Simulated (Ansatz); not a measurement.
# Al18H: the cost of one run

All numbers below are computed with Ansatz 0.2.0 (DFT r2SCAN, plane waves, PAW, scalar-relativistic, no spin polarisation).

1 further run of the same task is left out (it didn't finish).

## 1. The starting structure

The cell holds 19 atoms (Al18H): a = 12.150 Å, b = 5.728 Å, c = 13.864 Å, α = 90.00°, β = 90.00°, γ = 90.00°.

The coordinates stand in the first input below.

## 2. Relaxing end A

input.yaml reads:

```yaml
crystal:
  lattice:
    - [12.15, 0.0, 0.0]
    - [0.0, 5.727565, 0.0]
    - [0.0, 0.0, 13.863782]
  atoms:
    - { symbol: Al, position: [0.0, 0.0, 0.0721304] }
    - { symbol: Al, position: [0.3333333, 0.0, 0.0721304] }
    - { symbol: Al, position: [0.6666667, 0.0, 0.0721304] }
    - { symbol: Al, position: [0.0, 0.5, 0.0721304] }
    - { symbol: Al, position: [0.3333333, 0.5, 0.0721304] }
    - { symbol: Al, position: [0.6666667, 0.5, 0.0721304] }
    - { symbol: Al, position: [0.1666667, 0.25, 0.1754133] }
    - { symbol: Al, position: [0.5, 0.25, 0.1754133] }
    - { symbol: Al, position: [0.8333333, 0.25, 0.1754133] }
    - { symbol: Al, position: [0.1666667, 0.75, 0.1754133] }
    - { symbol: Al, position: [0.5, 0.75, 0.1754133] }
    - { symbol: Al, position: [0.8333333, 0.75, 0.1754133] }
    - { symbol: Al, position: [0.0, 0.0, 0.2786961] }
    - { symbol: Al, position: [0.3333333, 0.0, 0.2786961] }
    - { symbol: Al, position: [0.6666667, 0.0, 0.2786961] }
    - { symbol: Al, position: [0.0, 0.5, 0.2786961] }
    - { symbol: Al, position: [0.3333333, 0.5, 0.2786961] }
    - { symbol: Al, position: [0.6666667, 0.5, 0.2786961] }
    - { symbol: H, position: [0.4877848, 0.2653439, 0.2866305] }
basis:
  ecutwfc: 500.0
kpoints:
  mp_grid: { grid: [2, 3, 1] }
hamiltonian:
  xc: r2scan
scf:
  occupations: { method: gaussian, width: 0.1 }
  lower_state_search: "off"
relax:
  f_tol: 0.03
  max_steps: 60
  adjacent_minimum: "off"
  constraints: [{ sites: [0, 1, 2, 3, 4, 5] }]
output:
  write_density: true
  write_potential: true
  elf: true
  volumetric_format: npy
```

Command:

```bash
$ ansatz run input.yaml --threads 2 --pin off --max-ram 5120MiB --backend cpu --events-out ev --progress --plain --runs-dir out
```

**Question.** How long does this run take on 2 threads of Intel Xeon Platinum 8488C (Sapphire Rapids), shared host, and how much memory does it need?

About 6.5 min, with a peak of 2.7 GiB.
